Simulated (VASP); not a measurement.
# SnTe (Fm-3m) in VASP: notebook

The runs below take SnTe through relaxation of cell and atoms, with PBEsol.

All numbers are computed with VASP 6.6.1; they aren't measurements. Logs are shortened: lines on timing, memory, paths and dates and some standing lists are left out, and cuts for length are marked.

**1. Starting point**

Symmetry: Fm-3m, No. 225, cubic system. The conventional cell has a = 6.302 Å, b = 6.302 Å, c = 6.302 Å, α = 90.00°, β = 90.00°, γ = 90.00°. Sn (site symmetry m-3m) has 6 Te at 3.15 Å as nearest neighbours. Te (site symmetry m-3m) has 6 Sn at 3.15 Å as nearest neighbours.

**2. Relaxation of cell and atoms, PBEsol**

Contents of INCAR:

```
PREC = Accurate ; ENCUT = 520
EDIFF = 1E-7 ; ISMEAR = 0
SIGMA = 0.02 ; LREAL = F
LASPH = T ; NELM = 60
ALGO = Normal ; ISIF = 3
LWAVE = F ; LCHARG = F
GGA = PS ; IBRION = 2
NSW = 80 ; EDIFFG = -0.002
KPAR = 4
```

Contents of KPOINTS:

```
Automatic mesh
0
Gamma
  8 8 8
```

Contents of POSCAR:

```
SnTe
1.0
    0.0000000000      3.1508500000      3.1508500000
    3.1508500000      0.0000000000      3.1508500000
    3.1508500000      3.1508500000      0.0000000000
Sn Te
1 1
Direct
    0.0000000000      0.0000000000      0.0000000000
    0.5000000000      0.5000000000      0.5000000000
```

Potentials or basis: VASP PAW PBE potentials, release 64 (Sn_d, Te).

Run with:

```
> cat potpaw_PBE.64/Sn_d/POTCAR potpaw_PBE.64/Te/POTCAR > POTCAR
> mpirun -np 4 vasp_std > vasp.out
```

OUTCAR:

```text
PREC = Accurate
   ENCUT = 520
   EDIFF = 1E-7
   ISMEAR = 0
   LREAL = F
   LASPH = T
   NELM = 60
   ISIF = 3
   GGA = PS
   IBRION = 2
   NSW = 80
   EDIFFG = -0.002

 ion  position               nearest neighbor table
   1  0.000  0.000  0.000-   2 3.15   2 3.15   2 3.15   2 3.15   2 3.15   2 3.15
   2  0.500  0.500  0.500-   1 3.15   1 3.15   1 3.15   1 3.15   1 3.15   1 3.15

  LATTYP: Found a face centered cubic cell.
 ALAT       =     6.3017000000

  Lattice vectors:

 A1 = (   0.0000000000,   3.1508500000,   3.1508500000)
 A2 = (   3.1508500000,   0.0000000000,   3.1508500000)
 A3 = (   3.1508500000,   3.1508500000,   0.0000000000)

Analysis of symmetry for initial positions (statically):
=====================================================================
 Subroutine PRICEL returns:
 Original cell was already a primitive cell.

 Routine SETGRP: Setting up the symmetry group for a
 face centered cubic supercell.

 Subroutine GETGRP returns: Found 48 space group operations
 (whereof 48 operations were pure point group operations)
 out of a pool of 48 trial point group operations.

The static configuration has the point symmetry O_h .

Analysis of symmetry for dynamics (positions and initial velocities):
=====================================================================
 Subroutine PRICEL returns:
 Original cell was already a primitive cell.

 Routine SETGRP: Setting up the symmetry group for a
 face centered cubic supercell.

 Subroutine GETGRP returns: Found 48 space group operations
 (whereof 48 operations were pure point group operations)
 out of a pool of 48 trial point group operations.

The dynamic configuration has the point symmetry O_h .

 Subroutine INISYM returns: Found 48 space group operations
 (whereof 48 operations are pure point group operations),
 and found     1 'primitive' translations

----------------------------------------------------------------------------------------

                                     Primitive cell

  volume of cell :      62.5624

  direct lattice vectors                    reciprocal lattice vectors
     0.000000000  3.150850000  3.150850000    -0.158687338  0.158687338  0.158687338
     3.150850000  0.000000000  3.150850000     0.158687338 -0.158687338  0.158687338
     3.150850000  3.150850000  0.000000000     0.158687338  0.158687338 -0.158687338

  length of vectors
     4.455974803  4.455974803  4.455974803     0.274854533  0.274854533  0.274854533

  position of ions in fractional coordinates (direct lattice)
     0.000000000  0.000000000  0.000000000
     0.500000000  0.500000000  0.500000000

  ion indices of the primitive-cell ions
   primitive index   ion index
                 1           1
                 2           2

----------------------------------------------------------------------------------------

 KPOINTS: Automatic mesh

Automatic generation of k-mesh.
 Grid dimensions read from file:
 generate k-points for:    8    8    8

 Generating k-lattice:

  Cartesian coordinates                     Fractional coordinates (reciprocal lattice)
    -0.019835917  0.019835917  0.019835917     0.125000000  0.000000000  0.000000000
     0.019835917 -0.019835917  0.019835917     0.000000000  0.125000000  0.000000000
     0.019835917  0.019835917 -0.019835917     0.000000000  0.000000000  0.125000000

  Length of vectors
     0.034356817  0.034356817  0.034356817

  Shift w.r.t. Gamma in fractional coordinates (k-lattice)
     0.000000000  0.000000000  0.000000000

 Subroutine IBZKPT returns following result:
 ===========================================

 Found     29 irreducible k-points:

 Following reciprocal coordinates:
            Coordinates               Weight
  0.000000  0.000000  0.000000      1.000000
  0.125000  0.000000  0.000000      8.000000
  0.250000  0.000000  0.000000      8.000000
  0.375000  0.000000  0.000000      8.000000
  0.500000  0.000000  0.000000      4.000000
  0.125000  0.125000  0.000000      6.000000
[... 16 lines left out ...]
  0.500000  0.250000  0.125000     48.000000
 -0.375000  0.250000  0.125000     24.000000
 [... further k-points ...]
   k-points           NKPTS =     29   k-points in BZ     NKDIM =     29   number of bands    NBANDS=     14
   number of dos      NEDOS =    301   number of ions     NIONS =      2
   total plane-waves  NPLWV =  46656
   dimension x,y,z NGX =    36 NGY =   36 NGZ =   36
   dimension x,y,z NGXF=    72 NGYF=   72 NGZF=   72
   ions per type =               1   1
   NGX,Y,Z   is equivalent  to a cutoff of  13.43, 13.43, 13.43 a.u.
   NGXF,Y,Z  is equivalent  to a cutoff of  26.86, 26.86, 26.86 a.u.
 SYSTEM =  unknown system
   PREC   = accura    normal or accurate (medium, high low for compatibility)
   ISTART =      0    job   : 0-new  1-cont  2-samecut
   ICHARG =      2    charge: 1-file 2-atom 10-const
   ISPIN  =      1    spin polarized calculation?
   LNONCOLLINEAR =      F non collinear calculations
   LSORBIT =      F    spin-orbit coupling
   LASPH  =      T    aspherical Exc in radial PAW
   ENCUT  =  520.0 eV  38.22 Ry    6.18 a.u.   8.29  8.29  8.29*2*pi/ulx,y,z
   NELM   =     60;   NELMIN=  2; NELMDL= -5     # of ELM steps
   EDIFF  = 0.1E-06   stopping-criterion for ELM
   LREAL  =      F    real-space projection
   EDIFFG = -.2E-02   stopping-criterion for IOM
   NSW    =     80    number of steps for IOM
   IBRION =      2    ionic relax: 0-MD 1-quasi-New 2-CG
   NFREE  =      1    steps in history (QN), initial steepest desc. (CG)
   ISIF   =      3    stress and relaxation
   ISYM   =      2    0-nonsym 1-usesym 2-fastsym
   POTIM  = 0.5000    time-step for ionic-motion
   TEBEG  =    0.0;   TEEND  =   0.0 temperature during run
   PSTRESS=    0.0 pullay stress
   NELECT =      20.0000    total number of electrons
   NUPDOWN=      -1.0000    fix difference up-down
   EMIN   =  10.00;   EMAX   =-10.00  energy-range for DOS
   EFERMI =   0.00;   METHOD = LEGACY
   ISMEAR =     0;   SIGMA  =   0.02  broadening in eV -4-tet -1-fermi 0-gaus
   EFERMI_NEDOS =   21; number of points for ismear=-14 and -15
   IALGO  =     38    algorithm
   IMIX   =      4    mixing-type and parameters
     AMIX     =   0.40;   BMIX     =  1.00
     AMIX_MAG =   1.60;   BMIX_MAG =  1.00
  volume/ion in A,a.u.               =      31.28       211.10
  Fermi-wavevector in a.u.,A,eV,Ry     =   1.119387  2.115336 17.048485  1.253028
  Thomas-Fermi vector in A             =   2.256026
   LORBIT       =      0    0 simple, 1 ext, 2 COOP (PROOUT), +10 PAW based schemes
   GGA     = PS    functional components
   LHFCALC =     F    Hartree Fock is set to
   AEXX    =    0.0000 exact exchange contribution
   IVDW    =     0    specifies the selected vdW correction
   LEPSILON=     F    determine dielectric tensor
   LRPA    =     F    only Hartree local field effects (RPA)
 conjugate gradient relaxation of ions
 non-spin polarized calculation
 Gauss-broadening in eV      SIGMA  =   0.02
  energy-cutoff  :      520.00
  volume of cell :       62.56
 maximum number of plane-waves:      1708
 NGX is ok and might be reduce to    36
   NGX = 17   NGY = 17   NGZ = 17

--------------------------------------- Ionic step        1  -------------------------------------------

 number of electron      19.9999998 magnetization

 Free energy of the ion-electron system (eV)
  ---------------------------------------------------
  ext. energy  EPLUGINS =         0.00000000
  ---------------------------------------------------
  free energy    TOTEN  =        -8.33764759 eV

  energy without entropy =       -8.33764758  energy(sigma->0) =       -8.33764759

------------------------ aborting loop because EDIFF is reached ----------------------------------------

  FORCE on cell =-STRESS in cart. coord.  units (eV):
  Direction    XX          YY          ZZ          XY          YZ          ZX
  --------------------------------------------------------------------------------------
  -------------------------------------------------------------------------------------
  Total       -0.1127961     -0.1127961     -0.1127961      0.0000000      0.0000000      0.0000000
  in kB       -2.8886262     -2.8886262     -2.8886262      0.0000000      0.0000000      0.0000000
  external PRESSURE =      -2.8886262 kB  Pullay stress =       0.0000000 kB
[... 57 lines left out ...]
  energy  without entropy=       -8.3379588777  energy(sigma->0) =       -8.33795888

--------------------------------------- Ionic step        3  -------------------------------------------

 number of electron      19.9999998 magnetization

 Free energy of the ion-electron system (eV)
  ---------------------------------------------------
  ext. energy  EPLUGINS =         0.00000000
  ---------------------------------------------------
  free energy    TOTEN  =        -8.33799681 eV

  energy without entropy =       -8.33799681  energy(sigma->0) =       -8.33799681

 E-fermi :   6.9050     XC(G=0):  -9.6814

 val. band max:        6.8253528797   @ k =   0.5000   0.0000   0.0000
 cond. band min:       6.9858377604   @ k =   0.5000   0.0000   0.0000
 fundamental gap:      0.1604848807
 Fermi energy:         6.9050300168

 k-point     1 :       0.0000    0.0000    0.0000
  band No.  band energies     occupation
      1     -14.9095      2.00000
      2     -14.9095      2.00000
      3     -14.9022      2.00000
      4     -14.9022      2.00000
      5     -14.9022      2.00000
      6      -5.9847      2.00000
      7       2.1920      2.00000
      8       4.7322      2.00000
      9       4.7322      2.00000
     10       4.7322      2.00000
     11      10.2252      0.00000
     12      10.2252      0.00000
     13      10.2252      0.00000
     14      11.5856      0.00000
[... 375 lines left out ...]
 k-point    24 :      -0.3750    0.2500    0.1250
  band No.  band energies     occupation
      1     -14.9185      2.00000
      2     -14.9121      2.00000
      3     -14.8991      2.00000
      4     -14.8969      2.00000
      5     -14.8935      2.00000
      6      -4.4943      2.00000
      7      -1.1336      2.00000
      8       3.0683      2.00000
      9       3.4607      2.00000
     10       5.9431      2.00000
     11       7.3508      0.00000
     12       9.7952      0.00000
     13      10.4746      0.00000
     14      12.8361      0.00000

 [... further k-points ...]

------------------------ aborting loop because EDIFF is reached ----------------------------------------

  FORCE on cell =-STRESS in cart. coord.  units (eV):
  Direction    XX          YY          ZZ          XY          YZ          ZX
  --------------------------------------------------------------------------------------
  -------------------------------------------------------------------------------------
  Total        0.0004822      0.0004822      0.0004822     -0.0000000     -0.0000000     -0.0000000
  in kB        0.0124244      0.0124244      0.0124244     -0.0000000     -0.0000000     -0.0000000
  external PRESSURE =       0.0124244 kB  Pullay stress =       0.0000000 kB
[... 17 lines left out ...]
  FREE ENERGIE OF THE ION-ELECTRON SYSTEM (eV)
  ---------------------------------------------------
  free  energy   TOTEN  =        -8.3379968089 eV

  energy  without entropy=       -8.3379968089  energy(sigma->0) =       -8.33799681

 reached required accuracy - stopping structural energy minimisation
```

It took 30 s on 4 MPI ranks of Intel Xeon Platinum 8259CL at 2.50GHz (Skylake/Cascade Lake), shared host; peak memory 0.21 GiB.

Results:

- Free energy: -8.3380 eV
- Relaxed volume: 31.09 Å³/atom
- Relaxed cell: a = 4.447 Å, b = 4.447 Å, c = 4.447 Å, α = 60.00°, β = 60.00°, γ = 60.00°
- Space group after relaxing (to 0.05 Å): Fm-3m (No. 225)
- Energy gained by relaxing: 0.2 meV/atom
- Ionic steps: 3
- Pressure after relaxing: 0.0 GPa
- Band gap on the k mesh: 0.16 eV, direct

The path:
```tsv
step	energy change (eV)	largest force (eV/Å)	pressure (GPa)	volume (Å³)
1	0.0000	0.0000	-0.29	62.56
2	-0.0003	0.0000	0.10	62.05
3	-0.0003	0.0000	0.00	62.18
```

Final structure:
```
CELL_PARAMETERS angstrom
0.00000 3.14439 3.14439
3.14439 0.00000 3.14439
3.14439 3.14439 0.00000
ATOMIC_POSITIONS crystal
Sn 0.00000 0.00000 0.00000
Te 0.50000 0.50000 0.50000
```

Caveat: the PAW data sets were made with another functional, which shifts forces and pressure a little; spin-orbit coupling is left out, which moves the levels of the heavy elements. A k mesh can miss the band edges.

**3. Relaxation of cell and atoms, PBEsol**

This run uses another cell than the first one, of 31.09 Å³/atom, 0.994 times its volume.

INCAR is that of step 2.

KPOINTS is that of step 2.

Contents of POSCAR:

```
SnTe                                    
1.0
    0.0000000000      3.1443929232      3.1443929232
    3.1443929232      0.0000000000      3.1443929232
    3.1443929232      3.1443929232     -0.0000000000
  Sn              Te            
     1     1
Direct
     0.0000000000000000    0.0000000000000000    0.0000000000000000
     0.5000000000000000    0.5000000000000000    0.5000000000000000
```

Potentials or basis: VASP PAW PBE potentials, release 64 (Sn_d, Te).

Run with:

```
> cat potpaw_PBE.64/Sn_d/POTCAR potpaw_PBE.64/Te/POTCAR > POTCAR
> mpirun -np 4 vasp_std > vasp.out
```

It took 14 s on 4 MPI ranks of Intel Xeon Platinum 8259CL at 2.50GHz (Skylake/Cascade Lake), shared host; peak memory 0.21 GiB.

The run converged. Its results:

| Item | Value |
| --- | --- |
| Free energy | -8.3379 eV |
| Pressure after relaxing | 0.0 GPa |
| Band gap on the k mesh | 0.16 eV, direct |

Final structure:
```yaml
crystal:
  lattice:
    - [0.00000, 3.14439, 3.14439]
    - [3.14439, 0.00000, 3.14439]
    - [3.14439, 3.14439, 0.00000]
  atoms:
    - { symbol: Sn, position: [0.00000, 0.00000, 0.00000] }
    - { symbol: Te, position: [0.50000, 0.50000, 0.50000] }
```

Levels at points of the mesh, in eV from the valence-band top:
```tsv
k point	band 6	band 7	band 8	band 9	band 10	band 11	band 12	band 13	band 14
(0.00, 0.00, 0.00)	-12.81	-4.63	-2.09	-2.09	-2.09	3.40	3.40	3.40	4.76
(0.50, 0.00, 0.00)	-11.51	-8.34	-1.75	-1.75	0.00	0.16	0.39	0.39	7.76
(0.50, 0.50, 0.00)	-11.20	-6.44	-5.59	-3.72	-3.72	2.13	5.00	5.00	6.47
```

Caveat: the relaxation stopped at its first step, so nothing moved; the PAW data sets were made with another functional, which shifts forces and pressure a little; spin-orbit coupling is left out, which moves the levels of the heavy elements. A k mesh can miss the band edges.
